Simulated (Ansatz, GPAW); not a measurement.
Given: the input of a run of GPAW 26.7.0 (ASE script) on InP. 

File run.py:

```python
from ase import Atoms
from ase.dft.bandgap import bandgap
from ase.io import write
from ase.units import Bohr, GPa
from gpaw import GPAW, PW
from gpaw.elf import elf_from_dft_calculation

atoms = Atoms(['In', 'P'],
              cell=[[0.0, 2.9305, 2.9305],
                    [2.9305, 0.0, 2.9305],
                    [2.9305, 2.9305, 0.0]],
              scaled_positions=[[0.0, 0.0, 0.0],
                                [0.75, 0.75, 0.75]],
              pbc=True)

calc = GPAW(mode=PW(600),
            xc='PBE',
            kpts={'size': (8, 8, 8), 'gamma': True},
            occupations={'name': 'methfessel-paxton', 'order': 0, 'width': 0.02},
            nbands=18,
            convergence={'density': 1e-05, 'energy': 1e-05},
            maxiter=150,
            txt='gpaw.txt')
atoms.calc = calc
energy = atoms.get_potential_energy()
forces = atoms.get_forces()
stress = atoms.get_stress()
calc.write('gs.gpw')
write('result.traj', atoms)
print(f'Energy: {energy:.6f} eV')
print('Forces (eV/A):')
print(forces.round(4))
print('Stress (GPa):', (stress / GPa).round(3))
print('Fermi level:', round(calc.get_fermi_level(), 4), 'eV')
print(f'Gap: {bandgap(calc)[0]:.4f} eV, direct: {bandgap(calc, direct=True)[0]:.4f} eV')

# fields on the real-space grid
write('density.cube', atoms, data=calc.get_pseudo_density() * Bohr**3)
write('potential.cube', atoms, data=calc.get_electrostatic_potential())
write('elf.cube', atoms, data=elf_from_dft_calculation(calc).data)
```

Potentials or basis: GPAW PAW data sets (gpaw-data 1.2.1), pw.

Launch:

```console
$ OMP_NUM_THREADS=1 python run.py
```

Question: Translate it to Ansatz 0.2.0. Potentials or basis there: Ansatz PAW, cutoff 420 eV.

Answer: As run (cutoffs and basis follow the program's own potentials, and thresholds, step limits or extra output files can differ):

Contents of input.yaml:

```yaml
crystal:
  lattice:
    - [0.0, 2.9305, 2.9305]
    - [2.9305, 0.0, 2.9305]
    - [2.9305, 2.9305, 0.0]
  atoms:
    - { symbol: In, position: [0.0, 0.0, 0.0] }
    - { symbol: P, position: [0.75, 0.75, 0.75] }
hamiltonian:
  xc: pbe
  pseudopotentials: { kind: paw }
kpoints:
  mp_grid: { grid: [8, 8, 8] }
scf:
  occupations: { method: gaussian, width: 0.02 }
output:
  forces: true
  stress: true
  eigenvalues: true
```

Potentials or basis: Ansatz PAW.

Launch:

```bash
$ ansatz run input.yaml --threads 2 --pin off --max-ram 5632MiB --backend cpu --events-out ev --progress --plain --runs-dir out
```

Both were run:

|  | GPAW | Ansatz |
| --- | --- | --- |
| Pressure | 3.0 GPa | 3.3 GPa |

Ansatz's pressure holds a Pulay term of +0.04 GPa for its cutoff of 420 eV, which the other run lacks.

Where Ansatz's input types no cutoff or centring, it takes its own default and a Γ-centred mesh.

Pressure is positive in compression.
